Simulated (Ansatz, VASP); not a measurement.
**CaO (Lime) in two plane-wave programs**

One calculation is typed for both programs; each brings its own data sets and cutoff. How far apart do they land?

Method: plane waves, with VASP 6.6.1 beside it; band structure at LDA, band structure at PBE and dielectric response at PBE, in Ansatz 0.2.0.

## 1. The starting structure

The structure is cubic, space group Fm-3m (No. 225). Conventional cell: a = 4.813 Å, b = 4.813 Å, c = 4.813 Å, α = 90.00°, β = 90.00°, γ = 90.00°. Nearest to Ca lie 6 O at 2.41 Å. Nearest to O lie 6 Ca at 2.41 Å. Farther neighbours and most contacts between anions are not listed.

As a file:

```
Ca O
1.0
     0.00000    2.40650    2.40650
     2.40650    0.00000    2.40650
     2.40650    2.40650    0.00000
Ca O
1 1
Direct
  0.00000 0.00000 0.00000
  0.50000 0.50000 0.50000
```

## 2. VASP: band structure, LDA

Levels along a path test the potential and the projectors away from the mesh points.

Lines of VASP's logs that name or quote its potential files are left out, and so is its time.

Contents of INCAR:

```
SYSTEM = CaO
PREC = Accurate
ENCUT = 520
EDIFF = 1E-06
NELM = 100
ISMEAR = 0
SIGMA = 0.02
LREAL = .FALSE.
ALGO = Normal
GGA = CA
NBANDS = 20
LORBIT = 11
LWAVE = .FALSE.
LCHARG = .FALSE.
KPAR = 4
```

Contents of POSCAR:

```
CaO
1.0
    0.0000000000      2.4065000000      2.4065000000
    2.4065000000      0.0000000000      2.4065000000
    2.4065000000      2.4065000000      0.0000000000
Ca O
1 1
Direct
    0.0000000000      0.0000000000      0.0000000000
    0.5000000000      0.5000000000      0.5000000000
```

Contents of KPOINTS:

```
Automatic mesh
0
Gamma
5 5 5
0 0 0
```

Contents of KPOINTS_OPT:

```
Line mode
16
Line-mode
Reciprocal
  0.00000000   0.00000000   0.00000000 GAMMA
  0.50000000   0.00000000   0.50000000 X

  0.50000000   0.00000000   0.50000000 X
  0.50000000   0.25000000   0.75000000 W

  0.50000000   0.25000000   0.75000000 W
  0.37500000   0.37500000   0.75000000 K

  0.37500000   0.37500000   0.75000000 K
  0.00000000   0.00000000   0.00000000 GAMMA

  0.00000000   0.00000000   0.00000000 GAMMA
  0.50000000   0.50000000   0.50000000 L

  0.50000000   0.50000000   0.50000000 L
  0.62500000   0.25000000   0.62500000 U

  0.62500000   0.25000000   0.62500000 U
  0.50000000   0.25000000   0.75000000 W

  0.50000000   0.25000000   0.75000000 W
  0.50000000   0.50000000   0.50000000 L

  0.50000000   0.50000000   0.50000000 L
  0.37500000   0.37500000   0.75000000 K

  0.62500000   0.25000000   0.62500000 U
  0.50000000   0.00000000   0.50000000 X
```

Potentials, in the order of the species: Ca_sv and O (PBE family, release 64).

Launch:

```
$ mpirun -np 4 vasp_std
```

Numbers of over 12 decimals in the logs are rounded to 6 here.

Output:

```text
[banner, memory and clock lines left out]
running    4 mpi-ranks, on    1 nodes
 distrk:  each k-point on    1 cores,    4 groups
 distr:  one band on    1 cores,    1 groups

 POSCAR found type information on POSCAR CaO
 POSCAR found :  2 types and       2 ions
|                                                                             |
|               ----> ADVICE to this user running VASP <----                  |
|                                                                             |
|     You enforced a specific xc type in the INCAR file but a different       |
|     [... a line on the potential file left out ...]
|     I HOPE YOU KNOW WHAT YOU ARE DOING!                                     |
|                                                                             |

 LDA part: xc-table for (Slater(with rela. corr.)+CA(PZ))
 , standard interpolation
 POSCAR, INCAR and KPOINTS ok, starting setup
 FFT: planning ... GRIDC
 FFT: planning ... GRID_SOFT
 FFT: planning ... GRID
 WAVECAR not read
 entering main loop
       N       E                     dE             d eps       ncg     rms          rms(c)
DAV:   1     0.123060739564E+03    0.12306E+03   -0.77538E+03   408   0.814E+02
DAV:   2    -0.106491567837E+02   -0.13371E+03   -0.12305E+03   448   0.243E+02
DAV:   3    -0.157361895243E+02   -0.50870E+01   -0.50333E+01   536   0.463E+01
DAV:   4    -0.158365060118E+02   -0.10032E+00   -0.10025E+00   480   0.551E+00
DAV:   5    -0.158378762895E+02   -0.13703E-02   -0.13703E-02   516   0.572E-01    0.809E+00
DAV:   6    -0.144173130293E+02    0.14206E+01   -0.24500E+00   432   0.157E+01    0.366E+00
DAV:   7    -0.143075666604E+02    0.10975E+00   -0.29742E-01   472   0.466E+00    0.181E+00
DAV:   8    -0.142759963682E+02    0.31570E-01   -0.10798E-01   532   0.247E+00    0.485E-01
DAV:   9    -0.142741631229E+02    0.18332E-02   -0.58410E-03   452   0.507E-01    0.114E-01
DAV:  10    -0.142743610367E+02   -0.19791E-03   -0.54565E-04   496   0.241E-01    0.104E-01
DAV:  11    -0.142742683339E+02    0.92703E-04   -0.92305E-05   488   0.971E-02    0.231E-02
DAV:  12    -0.142742633056E+02    0.50284E-05   -0.20436E-05   536   0.425E-02    0.554E-03
DAV:  13    -0.142742631159E+02    0.18964E-06   -0.14837E-06   424   0.932E-03
   1 F= -.14274263E+02 E0= -.14274263E+02  d E =-.178581E-35
 Start KPOINTS_OPT (optional k-point list driver)
k-point batch [1-10\160]
       N       E                     dE             ncg
DAV:   1    -0.448813459219E+03   -0.19254E+04      408
DAV:   2    -0.180696282017E+04   -0.13581E+04      420
DAV:   3    -0.185261809527E+04   -0.45655E+02      508
DAV:   4    -0.185359632987E+04   -0.97823E+00      540
DAV:   5    -0.185361052743E+04   -0.14198E-01      480
DAV:   6    -0.185361096559E+04   -0.43816E-03      500
DAV:   7    -0.185361098131E+04   -0.15717E-04      408
DAV:   8    -0.185361098186E+04   -0.54755E-06      340
[...]
k-point batch [151-160\160]
       N       E                     dE             ncg
DAV:   1    -0.523403053344E+03   -0.77728E+04      400
DAV:   2    -0.184112103005E+04   -0.13177E+04      444
DAV:   3    -0.188479915787E+04   -0.43678E+02      528
DAV:   4    -0.188558312199E+04   -0.78396E+00      464
DAV:   5    -0.188559434487E+04   -0.11223E-01      524
DAV:   6    -0.188559455703E+04   -0.21216E-03      452
DAV:   7    -0.188559456154E+04   -0.45066E-05      536
DAV:   8    -0.188559456162E+04   -0.79774E-07      312
```

From OUTCAR (step 2):

```text
ion  position               nearest neighbor table
   1  0.000  0.000  0.000-   2 2.41   2 2.41   2 2.41   2 2.41   2 2.41   2 2.41
   2  0.500  0.500  0.500-   1 2.41   1 2.41   1 2.41   1 2.41   1 2.41   1 2.41

  LATTYP: Found a face centered cubic cell.
 ALAT       =     4.8130000000

 Subroutine GETGRP returns: Found 48 space group operations
 (whereof 48 operations were pure point group operations)

The static configuration has the point symmetry O_h .

 Found     10 irreducible k-points:

   k-points           NKPTS =     10   k-points in BZ     NKDIM =     10   number of bands    NBANDS=     20

   dimension x,y,z NGX =    28 NGY =   28 NGZ =   28
   dimension x,y,z NGXF=    56 NGYF=   56 NGZF=   56

   ENCUT  =  520.0 eV  38.22 Ry    6.18 a.u.   6.33  6.33  6.33*2*pi/ulx,y,z

   NELECT =      16.0000    total number of electrons

 k-points in reciprocal lattice and weights: Automatic mesh
   0.00000000  0.00000000  0.00000000       0.008
   0.20000000  0.00000000  0.00000000       0.064
   0.40000000  0.00000000  0.00000000       0.064
   0.20000000  0.20000000  0.00000000       0.048
   0.40000000  0.20000000  0.00000000       0.192
  -0.40000000  0.20000000  0.00000000       0.192
  -0.20000000  0.20000000  0.00000000       0.096
   0.40000000  0.40000000  0.00000000       0.048
  -0.40000000  0.40000000  0.00000000       0.096
  -0.40000000  0.40000000  0.20000000       0.192

 average (electrostatic) potential at core
       1 -43.7948       2 -70.2219

 E-fermi :   2.0948

 k-point     1 :       0.0000    0.0000    0.0000
  band No.  band energies     occupation
    ...
      4     -16.2102      2.00000
      5     -13.2705      2.00000
      6       1.9227      2.00000
      7       1.9227      2.00000
      8       1.9227      2.00000
      9       6.4599      0.00000
     10       8.0122      0.00000
     11       8.0122      0.00000
     12       8.0122      0.00000
     13       9.5617      0.00000
    ...

 k-point     2 :       0.2000    0.0000    0.0000
  band No.  band energies     occupation
    ...
      4     -16.2299      2.00000
      5     -12.7694      2.00000
      6       0.7614      2.00000
      7       1.4398      2.00000
      8       1.4398      2.00000
      9       7.8564      0.00000
     10       8.1051      0.00000
     11       8.6683      0.00000
     12       8.6683      0.00000
     13      10.4363      0.00000
    ...

 k-point     3 :       0.4000    0.0000    0.0000
  band No.  band energies     occupation
    ...
      4     -16.2613      2.00000
      5     -12.1321      2.00000
      6      -0.5786      2.00000
      7       0.7967      2.00000
      8       0.7967      2.00000
      9       8.6071      0.00000
     10       9.9401      0.00000
     11       9.9401      0.00000
     12       9.9555      0.00000
     13      11.9713      0.00000
    ...

  Total       -1.1651317     -1.1651317     -1.1651317     -0.0000000     -0.0000000      0.0000000
  in kB      -66.9727329    -66.9727329    -66.9727329     -0.0000000     -0.0000000      0.0000000
  external PRESSURE =     -66.9727329 kB  Pullay stress =       0.0000000 kB

  energy-cutoff  :      520.00
  volume of cell :       27.87
      direct lattice vectors                 reciprocal lattice vectors
     0.000000000  2.406500000  2.406500000    -0.207770621  0.207770621  0.207770621
     2.406500000  0.000000000  2.406500000     0.207770621 -0.207770621  0.207770621
     2.406500000  2.406500000  0.000000000     0.207770621  0.207770621 -0.207770621

 POSITION                                       TOTAL-FORCE (eV/Angst)
 -----------------------------------------------------------------------------------
      0.00000      0.00000      0.00000         0.000000      0.000000      0.000000
      2.40650      2.40650      2.40650        -0.000000     -0.000000     -0.000000
 -----------------------------------------------------------------------------------
    total drift:                                0.000000      0.000000      0.000000

  FREE ENERGIE OF THE ION-ELECTRON SYSTEM (eV)
  ---------------------------------------------------
  free  energy   TOTEN  =       -14.2742631159 eV

  energy  without entropy=      -14.2742631159  energy(sigma->0) =      -14.27426312

 total charge
# of ion       s       p       d       tot
------------------------------------------
    1        2.040   5.872   0.307   8.219
    2        1.537   3.420   0.000   4.957
--------------------------------------------------
tot          3.577   9.292   0.307  13.176

[... 3 further parts left out ...]
```

At this level the cell is under a tension of 6.7 GPa, so at these settings it is away from equilibrium.

## 3. Ansatz: band structure, LDA

Ansatz runs on its default PAW (the set named soft_2) files.

The same cell, functional (in two slightly different forms), mesh and smearing now go to Ansatz, which takes its cutoff from its data sets.

Contents of input.yaml:

```yaml
crystal:
  lattice:
    - [0.0, 2.4065, 2.4065]
    - [2.4065, 0.0, 2.4065]
    - [2.4065, 2.4065, 0.0]
  atoms:
    - { symbol: Ca, position: [0.0, 0.0, 0.0] }
    - { symbol: O, position: [0.5, 0.5, 0.5] }
hamiltonian:
  xc: lda
  pseudopotentials: { kind: paw }
kpoints:
  mp_grid: { grid: [5, 5, 5] }
  band_path:
    path:
      - [0.0, 0.0, 0.0]
      - [0.16667, 0.0, 0.16667]
      - [0.33333, 0.0, 0.33333]
      - [0.5, 0.0, 0.5]
      - [0.5, 0.08333, 0.58333]
      - [0.5, 0.18333, 0.68333]
      - [0.5, 0.25, 0.75]
      - [0.45, 0.3, 0.75]
      - [0.40833, 0.34167, 0.75]
      - [0.35, 0.35, 0.7]
      - [0.225, 0.225, 0.45]
      - [0.075, 0.075, 0.15]
      - [0.03333, 0.03333, 0.03333]
      - [0.23333, 0.23333, 0.23333]
      - [0.4, 0.4, 0.4]
      - [0.51667, 0.46667, 0.51667]
      - [0.55833, 0.38333, 0.55833]
      - [0.60833, 0.28333, 0.60833]
      - [0.60833, 0.25, 0.64167]
      - [0.55833, 0.25, 0.69167]
      - [0.51667, 0.25, 0.73333]
      - [0.5, 0.3, 0.7]
      - [0.5, 0.38333, 0.61667]
      - [0.5, 0.48333, 0.51667]
      - [0.475, 0.475, 0.55]
      - [0.425, 0.425, 0.65]
      - [0.38333, 0.38333, 0.73333]
      - [0.59167, 0.18333, 0.59167]
      - [0.55, 0.1, 0.55]
      - [0.5, 0.0, 0.5]
    npoints: 1
scf:
  occupations: { method: gaussian, width: 0.02 }
  n_extra_bands: 7
output:
  forces: true
  stress: true
  eigenvalues: true
```

Launch:

```
$ ansatz run input.yaml --threads 2 --pin off --max-ram 4608MiB --backend cpu --events-out ev --progress --plain --runs-dir out
```

Output:

```text
scf.n_extra_bands = 7 over 8 filled bands (N_el = 16.0): the run solves 15 bands
Engine: ansatz 0.2.0, aarch64-unknown-linux-gnu
Pseudopotentials: kind: paw
Pseudopotential: Ca, paw, valence charge 10, recommended cutoff 420 eV (normal), Ca.paw.azcp
Pseudopotential: O, paw, valence charge 6, recommended cutoff 420 eV (normal), O.paw.azcp
Functional definition: SPW92
  exchange = slater_x
  correlation = pw_c
Crystal: 2 atoms, lattice volume = 27.873 Å³
Basis set: ecut = 420 eV, 537 PW (Γ)
Bands: 15, of which v1, the nominal top of the filled ones, is band 8 counted from 1 (7 counted from 0)
Symmetry: 48 space group operations
Space group: Fm-3m (ITA 225), of the structure as read, at distance tolerance 3.0e-5 Å
k-points: 10 of 125
Non-local potential: Ca, projectors of the file, l = 0: 3, l = 1: 2, l = 2: 2
Non-local potential: O, projectors of the file, l = 0: 2, l = 1: 2, l = 2: 1
PAW form: soft (Blöchl's): semilocal exchange-correlation on the pseudo side does not see the compensation charge
PAW frozen core: Ca, regenerated for the run's functional, and the local potential with it (the file was generated under x = pbe(κ = 0.804, μ = 0.219515), c = pbe(β = 0.066725))
PAW frozen core: O, regenerated for the run's functional, and the local potential with it (the file was generated under x = pbe(κ = 0.804, μ = 0.219515), c = pbe(β = 0.066725))
PAW one-centre angular grid: Ca, 110 points (default); XC on 64 Gauss nodes
PAW one-centre angular grid: O, 110 points (default); XC on 64 Gauss nodes
Initial density: superposition of atomic densities (neutral atoms: chi_scale 0, normalization atom), corrected by the library's trained network
Initial wavefunctions: pseudopotential atomic-orbital guess
Functional: x = slater, c = lda
SCF iter   1: F=—  HF=-2331.613939 eV  |F-HF|=—  |Δ(HF+E_count)|=         —  Δρ=1.64e-2  dr2=7.39e-2  ethr=1.77e-3  ⟨swp⟩=7.1  Hψ=984  notcnv=0  defer=1
preconditioner: auto → none  [insulator: Δε(μ)=3.414 eV  Ē_g=19.626 eV  σ=0.020 eV  W_gap=1.00  n_scr=8 (ndim 8)  ℏωp=26.3 eV  f_vac=0.000  D(μ)=0.00/eV (n_scr^D=0)  ε∞_Penn≈2.8]
SCF iter   2: F=—  HF=-2331.597682 eV  |F-HF|=—  |Δ(HF+E_count)|=   1.63e-2  Δρ=6.02e-3  dr2=1.08e-2  ethr=4.62e-4  ⟨swp⟩=2.0  Hψ=279  notcnv=0  defer=10
SCF iter   3: F=—  HF=-2331.595117 eV  |F-HF|=—  |Δ(HF+E_count)|=   2.56e-3  Δρ=6.68e-4  dr2=3.86e-5  ethr=6.74e-5  ⟨swp⟩=2.1  Hψ=224  notcnv=0  defer=12
SCF iter   4: F=—  HF=-2331.595110 eV  |F-HF|=—  |Δ(HF+E_count)|=   7.44e-6  Δρ=1.18e-4  dr2=3.30e-6  ethr=2.41e-7  ⟨swp⟩=2.0  Hψ=172  notcnv=0  defer=12
iter 5 did not close the SCF: its close was put off for the readings that it lacked (scf_convergence_deferred on its scf_iter line)
SCF iter   5: F=-2331.595109 eV  HF=-2331.595109 eV  |F-HF|=1.64e-8  |Δ(HF+E_count)|=   8.18e-7  Δρ=1.18e-5  dr2=2.40e-8  ethr=2.06e-8  ⟨swp⟩=2.2  Hψ=176  notcnv=0  defer=12
SCF iter   6: F=-2331.595109 eV  HF=-2331.595109 eV  |F-HF|=2.76e-9  |Δ(HF+E_count)|=   2.83e-9  Δρ=4.05e-6  dr2=3.49e-9  ethr=1.50e-10  ⟨swp⟩=5.8  Hψ=610  notcnv=0
SCF 1 converged in 6 iterations: F = -2331.595109 eV  dr2 = 3.49e-9
  greatest PAW one-centre occupation: 0.996 electrons in one spin orbital (limit 2), on the Ca atom at site 0 (counted from 0), in its partial waves of l = 0
NSCF: frozen V_eff on 30 k-points
SCF converged after 6 iterations
Free energy (F): -2331.595109 eV
Harris-Foulkes:  -2331.595109 eV  (|F-HF|=2.76e-9)
Internal energy: -2331.595109 eV  (E = F + TS)
E sigma→0 (E₀):  -2331.595109 eV
Fermi energy:    9.076106 eV
--- Per-component energies (eV) ---
  E_band       = -105.262250
  E_kinetic    = 453.451192
  E_local      = -894.821724  (includes V_loc(G=0)·N_el)
  E_nonlocal   = 116.722555
  E_hartree    = 293.701777
  E_xc         = -209.511855
  E_vxc        = -265.596437  (∫ρ·V_xc dr)
  E_paw        = -963.139725  (= ΣΔE_a)
  E_vpaw       = -102.423364  (= ΣTr[D̂ρ^β])
  E_aug_tail   = 0.002480  (compensation charges beyond the density's cutoff)
  E_ewald      = -1128.379897
  E_core_change = 0.380087  (= ΣΔE_core)
  E_smearing   = -0.000000  (= −TS)
  E_closure    = 0.000000  (closes the sum)
  Σ components = -2331.595109   (vs F -2331.595109, Δ=0.00e0)
--- Forces (eV/Å), atoms counted from 1 ---
  atom   1  Ca    -0.00000000     0.00000000     0.00000000
  atom   2  O      0.00000000    -0.00000000    -0.00000000
  max |Σ_I F_I| component: 2.06e-29 eV/Å
--- Stress (GPa, compression-positive) ---
       -7.379802       0.000000      -0.000000
        0.000000      -7.379802       0.000000
       -0.000000       0.000000      -7.379802
  P = ⅓ Tr σ = -7.3798 GPa (-73.798 kbar)
--- Band table (eV; the first three rows and the last of 10) ---
  k-point 0: bands = [... 4 lower, -7.9595, 7.2413, 7.2413, 7.2413, 11.7720, 13.3571, 13.3571, 13.3571, ... 3 higher]
  k-point 1: bands = [... 4 lower, -7.4653, 6.0835, 6.7645, 6.7645, 13.1826, 13.4322, 14.0094, 14.0094, ... 3 higher]
  k-point 2: bands = [... 4 lower, -6.8346, 4.7505, 6.1284, 6.1284, 13.9408, 15.2729, 15.2766, 15.2766, ... 3 higher]
  k-point 9: bands = [... 4 lower, -7.2511, 5.6159, 6.1924, 6.3298, 12.7563, 14.3596, 15.6696, 16.4027, ... 3 higher]
```

The job ended after 0.88 s (2 threads of Arm Neoverse N1, shared host; peak memory 0.24 GiB; 1.3 s of CPU time).

## 4. Comparison

Known differences besides the potentials themselves: the two LDA forms differ slightly; the cutoff is 420 eV in Ansatz and 520 eV in VASP; Ansatz makes its cores anew for this functional, VASP keeps those of its PBE data sets; VASP's log shows a relativistic correction to its local exchange, Ansatz's none. Total energies have different zeros and are not compared.

Compared:

| quantity | Ansatz | VASP | difference |
| --- | --- | --- | --- |
| pressure (GPa) | -7.38 | -6.70 | -0.68 |
| pressure without Ansatz's Pulay correction (GPa) | -7.97 | -6.70 | -1.28 |
| gap over the path points (eV) | 3.486 | 3.457 | +0.030 |

Levels at points of the path, from each program's valence-band top (eV; 3 filled, then empty):

| k (reciprocal lattice) | Ansatz | VASP |
| --- | --- | --- |
| 0.000 0.000 0.000 | 0.00 0.00 0.00 4.53 6.12 6.12 | 0.00 0.00 0.00 4.54 6.09 6.09 |
| 0.167 0.000 0.167 | -1.23 -0.19 -0.19 5.25 5.67 7.09 | -1.23 -0.19 -0.19 5.22 5.67 7.07 |
| 0.333 0.000 0.333 | -1.72 -0.36 -0.36 3.99 7.22 8.53 | -1.72 -0.36 -0.36 3.96 7.22 8.51 |
| 0.500 0.000 0.500 | -1.31 -0.38 -0.38 3.49 7.99 8.86 | -1.32 -0.38 -0.38 3.46 7.98 8.84 |
| 0.500 0.083 0.583 | -1.30 -0.63 -0.53 3.89 8.13 8.81 | -1.30 -0.63 -0.53 3.86 8.12 8.79 |
| 0.500 0.183 0.683 | -1.20 -1.16 -0.88 5.13 7.29 8.31 | -1.21 -1.17 -0.88 5.11 7.28 8.30 |
| 0.500 0.250 0.750 | -1.30 -1.07 -1.07 6.19 6.19 8.35 | -1.31 -1.08 -1.08 6.17 6.17 8.33 |
| 0.450 0.300 0.750 | -1.33 -1.17 -0.92 5.47 7.03 8.39 | -1.34 -1.17 -0.93 5.45 7.01 8.38 |
| 0.408 0.342 0.750 | -1.35 -1.22 -0.82 5.10 7.66 8.48 | -1.36 -1.22 -0.82 5.08 7.64 8.47 |
| 0.350 0.350 0.700 | -1.61 -1.18 -0.90 5.52 7.52 8.59 | -1.62 -1.18 -0.91 5.50 7.51 8.57 |

Among the levels compared at these points, filled levels agree within 14 meV and empty ones within 30 meV. Ansatz's pressure holds a Pulay correction of 0.59 GPa; VASP's holds none.

## 5. Ansatz: band structure, PBE

The same path points are solved in both programs, so levels can be compared one by one.

Changes to input.yaml since step 3:

```diff
@@ -9,3 +9,3 @@
 hamiltonian:
-  xc: lda
+  xc: pbe
   pseudopotentials: { kind: paw }
```

Output:

```text
[...]
Crystal: 2 atoms, lattice volume = 27.873 Å³
Basis set: ecut = 420 eV, 537 PW (Γ), exchange–correlation on 48×48×48 points (8 copies of the dense FFT grid, shifted against one another)
Bands: 15, of which v1, the nominal top of the filled ones, is band 8 counted from 1 (7 counted from 0)
Symmetry: 48 space group operations
[...]
k-points: 10 of 125
[...]
k-point 0: bands = [... 4 lower, -7.8581, 7.6503, 7.6503, 7.6503, 12.3467, 13.8762, 13.8762, 13.8762, ... 3 higher]
  k-point 1: bands = [... 4 lower, -7.3857, 6.5280, 7.1851, 7.1851, 13.7412, 13.9678, 14.5125, 14.5125, ... 3 higher]
  k-point 2: bands = [... 4 lower, -6.7821, 5.2270, 6.5618, 6.5618, 14.4535, 15.7415, 15.7415, 15.8647, ... 3 higher]
  k-point 9: bands = [... 4 lower, -7.1829, 6.0610, 6.6199, 6.7578, 13.2926, 14.8691, 16.1041, 16.8267, ... 3 higher]
[key lines of the parts left out:]
SCF converged after 7 iterations
Free energy (F): -2387.720968 eV
Fermi energy:    9.567941 eV
P = ⅓ Tr σ = 1.2031 GPa (12.031 kbar)
```

Wall time 0.91 s (2 threads); peak memory 0.25 GiB; 1.3 s of CPU time.

(Continued in part 2 of 2.)

[Lines on the potential files, build, host, timing and source positions are cut from VASP's logs without a mark.]

[Logs are printed without paths, hosts, clocks, repeated set-up lines and the standing remarks that a program may print on its own settings, such as how far it seeks lower states.]

[Hosts, paths, dates, database ids (printed as entryN), source tags and the programs' standing remarks are cut or masked in the printed files.]
